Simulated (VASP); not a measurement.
# W (Im-3m) in VASP: further runs

Aim: see how the results for W move with the level of theory and the settings. Levels: vdW-DF-cx, vdW-DF2, vdW-DF. Tasks: relaxation of cell and atoms.

Everything below comes from runs of VASP 6.6.1. Logs are shortened: lines on timing, memory, paths and dates and some standing lists are left out, and cuts for length are marked.

## 1. Starting point

Symmetry: Im-3m, No. 229, cubic system. The conventional cell has a = 3.165 Å, b = 3.165 Å, c = 3.165 Å, α = 90.00°, β = 90.00°, γ = 90.00°. W (site symmetry m-3m) is surrounded by 8 W at 2.74 Å.

## 2. Relaxation of cell and atoms, vdW-DF-cx

Contents of INCAR:

```
SYSTEM = W
PREC = Accurate
ENCUT = 600
EDIFF = 1E-6
ISMEAR = -1
SIGMA = 0.05
LREAL = .FALSE.
LASPH = .TRUE.
NELM = 100
ALGO = Fast
ISIF = 3
LWAVE = .FALSE.
LCHARG = .FALSE.
GGA = CX
LUSE_VDW = .TRUE.
AGGAC = 0.0
IBRION = 2
NSW = 40
EDIFFG = -0.005
```

Contents of KPOINTS:

```
Automatic mesh
0
G
  12 12 12
  0 0 0
```

Contents of POSCAR:

```
W
1.0
   -1.5823450000      1.5823450000      1.5823450000
    1.5823450000     -1.5823450000      1.5823450000
    1.5823450000      1.5823450000     -1.5823450000
W
1
Direct
    0.0000000000      0.0000000000      0.0000000000
```

Potentials or basis: VASP PAW PBE potentials, release 64 (W_sv).

Command:

```console
$ cat potpaw_PBE.64/W_sv/POTCAR > POTCAR
$ mpirun -np 1 vasp_std > vasp.out
```

OUTCAR:

```text
SYSTEM = W
   PREC = Accurate
   ENCUT = 600
   EDIFF = 1E-6
   ISMEAR = -1
   LREAL = .FALSE.
   LASPH = .TRUE.
   NELM = 100
   ISIF = 3
   GGA = CX
   IBRION = 2
   NSW = 40
   EDIFFG = -0.005

 ion  position               nearest neighbor table
   1  0.000  0.000  0.000-

  LATTYP: Found a body centered cubic cell.
 ALAT       =     3.1646900000

  Lattice vectors:

 A1 = (  -1.5823450000,   1.5823450000,   1.5823450000)
 A2 = (   1.5823450000,  -1.5823450000,   1.5823450000)
 A3 = (   1.5823450000,   1.5823450000,  -1.5823450000)

Analysis of symmetry for initial positions (statically):
=====================================================================
 Subroutine PRICEL returns:
 Original cell was already a primitive cell.

 Routine SETGRP: Setting up the symmetry group for a
 body centered cubic supercell.

 Subroutine GETGRP returns: Found 48 space group operations
 (whereof 48 operations were pure point group operations)
 out of a pool of 48 trial point group operations.

The static configuration has the point symmetry O_h .

Analysis of symmetry for dynamics (positions and initial velocities):
=====================================================================
 Subroutine PRICEL returns:
 Original cell was already a primitive cell.

 Routine SETGRP: Setting up the symmetry group for a
 body centered cubic supercell.

 Subroutine GETGRP returns: Found 48 space group operations
 (whereof 48 operations were pure point group operations)
 out of a pool of 48 trial point group operations.

The dynamic configuration has the point symmetry O_h .

 Subroutine INISYM returns: Found 48 space group operations
 (whereof 48 operations are pure point group operations),
 and found     1 'primitive' translations

----------------------------------------------------------------------------------------

                                     Primitive cell

  volume of cell :      15.8476

  direct lattice vectors                    reciprocal lattice vectors
    -1.582345000  1.582345000  1.582345000     0.000000000  0.315986716  0.315986716
     1.582345000 -1.582345000  1.582345000     0.315986716  0.000000000  0.315986716
     1.582345000  1.582345000 -1.582345000     0.315986716  0.315986716  0.000000000

  length of vectors
     2.740701935  2.740701935  2.740701935     0.446872699  0.446872699  0.446872699

  position of ions in fractional coordinates (direct lattice)
     0.000000000  0.000000000  0.000000000

  ion indices of the primitive-cell ions
   primitive index   ion index
                 1           1

----------------------------------------------------------------------------------------

 KPOINTS: Automatic mesh

Automatic generation of k-mesh.
 Grid dimensions read from file:
 generate k-points for:   12   12   12

 Generating k-lattice:

  Cartesian coordinates                     Fractional coordinates (reciprocal lattice)
     0.000000000  0.026332226  0.026332226     0.083333333  0.000000000  0.000000000
     0.026332226  0.000000000  0.026332226     0.000000000  0.083333333  0.000000000
     0.026332226  0.026332226  0.000000000     0.000000000  0.000000000  0.083333333

  Length of vectors
     0.037239392  0.037239392  0.037239392

  Shift w.r.t. Gamma in fractional coordinates (k-lattice)
     0.000000000  0.000000000  0.000000000

 Subroutine IBZKPT returns following result:
 ===========================================

 Found     72 irreducible k-points:

 Following reciprocal coordinates:
            Coordinates               Weight
  0.000000  0.000000  0.000000      1.000000
  0.083333  0.000000  0.000000     12.000000
  0.166667  0.000000  0.000000     12.000000
  0.250000  0.000000  0.000000     12.000000
  0.333333  0.000000  0.000000     12.000000
  0.416667  0.000000  0.000000     12.000000
[... 16 lines left out ...]
  0.333333  0.083333  0.083333     24.000000
  0.416667  0.083333  0.083333     12.000000
 [... further k-points ...]
   k-points           NKPTS =     72   k-points in BZ     NKDIM =     72   number of bands    NBANDS=     11
   number of dos      NEDOS =    301   number of ions     NIONS =      1
   total plane-waves  NPLWV =  13824
   dimension x,y,z NGX =    24 NGY =   24 NGZ =   24
   dimension x,y,z NGXF=    48 NGYF=   48 NGZF=   48
   ions per type =               1
   NGX,Y,Z   is equivalent  to a cutoff of  14.56, 14.56, 14.56 a.u.
   NGXF,Y,Z  is equivalent  to a cutoff of  29.12, 29.12, 29.12 a.u.
 SYSTEM =  W
   PREC   = accura    normal or accurate (medium, high low for compatibility)
   ISTART =      0    job   : 0-new  1-cont  2-samecut
   ICHARG =      2    charge: 1-file 2-atom 10-const
   ISPIN  =      1    spin polarized calculation?
   LNONCOLLINEAR =      F non collinear calculations
   LSORBIT =      F    spin-orbit coupling
   LASPH  =      T    aspherical Exc in radial PAW
   ENCUT  =  600.0 eV  44.10 Ry    6.64 a.u.   5.47  5.47  5.47*2*pi/ulx,y,z
   NELM   =    100;   NELMIN=  2; NELMDL= -5     # of ELM steps
   EDIFF  = 0.1E-05   stopping-criterion for ELM
   LREAL  =      F    real-space projection
   EDIFFG = -.5E-02   stopping-criterion for IOM
   NSW    =     40    number of steps for IOM
   IBRION =      2    ionic relax: 0-MD 1-quasi-New 2-CG
   NFREE  =      1    steps in history (QN), initial steepest desc. (CG)
   ISIF   =      3    stress and relaxation
   ISYM   =      2    0-nonsym 1-usesym 2-fastsym
   POTIM  = 0.5000    time-step for ionic-motion
   TEBEG  =    0.0;   TEEND  =   0.0 temperature during run
   PSTRESS=    0.0 pullay stress
   NELECT =      14.0000    total number of electrons
   NUPDOWN=      -1.0000    fix difference up-down
   EMIN   =  10.00;   EMAX   =-10.00  energy-range for DOS
   EFERMI =   0.00;   METHOD = LEGACY
   ISMEAR =    -1;   SIGMA  =   0.05  broadening in eV -4-tet -1-fermi 0-gaus
   EFERMI_NEDOS =   21; number of points for ismear=-14 and -15
   IALGO  =     68    algorithm
   IMIX   =      4    mixing-type and parameters
     AMIX     =   0.40;   BMIX     =  1.00
     AMIX_MAG =   1.60;   BMIX_MAG =  1.00
  volume/ion in A,a.u.               =      15.85       106.94
  Fermi-wavevector in a.u.,A,eV,Ry     =   1.570832  2.968442 33.572544  2.467512
  Thomas-Fermi vector in A             =   2.672506
   LORBIT       =      0    0 simple, 1 ext, 2 COOP (PROOUT), +10 PAW based schemes
   GGA     = CX    functional components
   LHFCALC =     F    Hartree Fock is set to
   AEXX    =    0.0000 exact exchange contribution
   IVDW_NL    =     1    kernel type
   BPARAM     = 6.3000
   IVDW    =     0    specifies the selected vdW correction
   LEPSILON=     F    determine dielectric tensor
   LRPA    =     F    only Hartree local field effects (RPA)
 conjugate gradient relaxation of ions
 non-spin polarized calculation
 RMM-DIIS sequential band-by-band and
  energy-cutoff  :      600.00
  volume of cell :       15.85
 maximum number of plane-waves:       543
 NGX is ok and might be reduce to    24
   NGX = 11   NGY = 11   NGZ = 11

--------------------------------------- Ionic step        1  -------------------------------------------

 number of electron      14.0000002 magnetization

 Free energy of the ion-electron system (eV)
  ---------------------------------------------------
  ext. energy  EPLUGINS =         0.00000000
  ---------------------------------------------------
  free energy    TOTEN  =       -10.38544367 eV

  energy without entropy =      -10.38037436  energy(sigma->0) =      -10.38290901

------------------------ aborting loop because EDIFF is reached ----------------------------------------

  FORCE on cell =-STRESS in cart. coord.  units (eV):
  Direction    XX          YY          ZZ          XY          YZ          ZX
  --------------------------------------------------------------------------------------
  -------------------------------------------------------------------------------------
  Total       -0.1090026     -0.1090026     -0.1090026      0.0000000      0.0000000     -0.0000000
  in kB      -11.0200564    -11.0200564    -11.0200564      0.0000000      0.0000000     -0.0000000
  external PRESSURE =     -11.0200564 kB  Pullay stress =       0.0000000 kB

 VOLUME and BASIS-vectors are now :
 -----------------------------------------------------------------------------
  energy-cutoff  :      600.00
  volume of cell :       15.85
      direct lattice vectors                 reciprocal lattice vectors
    -1.582345000  1.582345000  1.582345000     0.000000000  0.315986716  0.315986716
     1.582345000 -1.582345000  1.582345000     0.315986716  0.000000000  0.315986716
     1.582345000  1.582345000 -1.582345000     0.315986716  0.315986716  0.000000000
[... 44 lines left out ...]
  FREE ENERGIE OF THE ION-ELECTRON SYSTEM (eV)
  ---------------------------------------------------
  free  energy   TOTEN  =       -10.3830915147 eV

  energy  without entropy=      -10.3779098486  energy(sigma->0) =      -10.38050068

Total vdW correction in eV:      1.5833544

--------------------------------------- Ionic step        3  -------------------------------------------

 number of electron      14.0000001 magnetization

 Free energy of the ion-electron system (eV)
  ---------------------------------------------------
  ext. energy  EPLUGINS =         0.00000000
  ---------------------------------------------------
  free energy    TOTEN  =       -10.38560463 eV

  energy without entropy =      -10.38050309  energy(sigma->0) =      -10.38305386

 E-fermi :  11.2746     XC(G=0): -13.7421

 val. band max:       11.2685822459   @ k =  -0.1667   0.1667   0.0833
 cond. band min:      11.3141416841   @ k =  -0.1667   0.1667   0.1667
 fundamental gap:      0.0455594383
 Fermi energy:        11.2746274758

 k-point     1 :       0.0000    0.0000    0.0000
  band No.  band energies     occupation
      1     -62.8168      2.00000
      2     -26.3641      2.00000
      3     -26.3641      2.00000
      4     -26.3641      2.00000
      5       1.7036      2.00000
      6      10.1057      2.00000
      7      10.1057      2.00000
      8      10.1057      2.00000
      9      13.6040      0.00000
     10      13.6040      0.00000
     11      25.9256      0.00000

 k-point     2 :       0.0833    0.0000    0.0000
  band No.  band energies     occupation
      1     -62.8078      2.00000
      2     -26.4586      2.00000
      3     -26.3936      2.00000
      4     -26.3646      2.00000
      5       2.0390      2.00000
      6       9.9042      2.00000
      7      10.0538      2.00000
      8      10.4313      2.00000
      9      13.3013      0.00000
     10      13.6073      0.00000
     11      26.2039      0.00000
[... 295 lines left out ...]
 k-point    24 :       0.4167    0.0833    0.0833
  band No.  band energies     occupation
      1     -62.6779      2.00000
      2     -27.5838      2.00000
      3     -26.8487      2.00000
      4     -26.4593      2.00000
      5       5.7235      2.00000
      6       7.7233      2.00000
      7      11.1152      1.92073
      8      13.7449      0.00000
      9      14.5169      0.00000
     10      18.8177      0.00000
     11      21.3013      0.00000

 [... further k-points ...]

------------------------ aborting loop because EDIFF is reached ----------------------------------------

  FORCE on cell =-STRESS in cart. coord.  units (eV):
  Direction    XX          YY          ZZ          XY          YZ          ZX
  --------------------------------------------------------------------------------------
  -------------------------------------------------------------------------------------
  Total        0.0020417      0.0020417      0.0020417      0.0000000      0.0000000     -0.0000000
  in kB        0.2070879      0.2070879      0.2070879      0.0000000      0.0000000     -0.0000000
  external PRESSURE =       0.2070879 kB  Pullay stress =       0.0000000 kB

 VOLUME and BASIS-vectors are now :
 -----------------------------------------------------------------------------
  energy-cutoff  :      600.00
  volume of cell :       15.80
      direct lattice vectors                 reciprocal lattice vectors
    -1.580626662  1.580626662  1.580626662     0.000000000  0.316330233  0.316330233
     1.580626662 -1.580626662  1.580626662     0.316330233  0.000000000  0.316330233
     1.580626662  1.580626662 -1.580626662     0.316330233  0.316330233  0.000000000

 POSITION                                       TOTAL-FORCE (eV/Angst)
 -----------------------------------------------------------------------------------
      0.00000      0.00000      0.00000         0.000000      0.000000     -0.000000
 -----------------------------------------------------------------------------------
    total drift:                               -0.000000      0.000000      0.000000

  FREE ENERGIE OF THE ION-ELECTRON SYSTEM (eV)
  ---------------------------------------------------
  free  energy   TOTEN  =       -10.3856046333 eV

  energy  without entropy=      -10.3805030942  energy(sigma->0) =      -10.38305386

Total vdW correction in eV:      1.5936895

 reached required accuracy - stopping structural energy minimisation
```

It took 54 s on 1 thread of AMD EPYC 9R45 (Zen 5), shared host; peak memory 0.23 GiB.

What came out:

```
Free energy                            : -10.3856 eV
Relaxed volume                         : 15.80 Å³/atom
Relaxed cell                           : a = 2.738 Å, b = 2.738 Å, c = 2.738 Å, α = 109.47°, β = 109.47°, γ = 109.47°
Space group after relaxing (to 0.05 Å) : Im-3m (No. 229)
Energy gained by relaxing              : 0.2 meV/atom
Ionic steps                            : 3
Pressure after relaxing                : 0.0 GPa
Band gap on the k mesh                 : none (metal or under the smearing width)
```

Step by step:
```
step  energy change (eV)  largest force (eV/Å)  pressure (GPa)  volume (Å³)
   1              0.0000                0.0000           -1.10        15.85
   2              0.0024                0.0000            4.10        15.60
   3             -0.0002                0.0000            0.02        15.80
```

Final structure:
```
W
1.0
    -1.58063    1.58063    1.58063
     1.58063   -1.58063    1.58063
     1.58063    1.58063   -1.58063
W
1
Direct
  0.00000 0.00000 0.00000
```

Levels at points of the mesh, in eV from the Fermi level:
```
           k point  band 3  band 4  band 5  band 6  band 7  band 8  band 9  band 10  band 11
(0.00, 0.00, 0.00)  -37.64  -37.64   -9.57   -1.17   -1.17   -1.17    2.33     2.33    14.65
(0.50, 0.00, 0.00)  -38.06  -37.65   -6.22   -3.51    0.81    2.22    3.20     6.25    11.62
(0.50, 0.50, 0.50)  -38.55  -38.55   -5.78   -5.78    5.26    5.26    5.26     8.38     8.38
```

Caveat: the PAW data sets were made with another functional, which shifts forces and pressure a little. Spin-orbit coupling is left out, which matters for the levels of W.

[end of part 1 of 2]
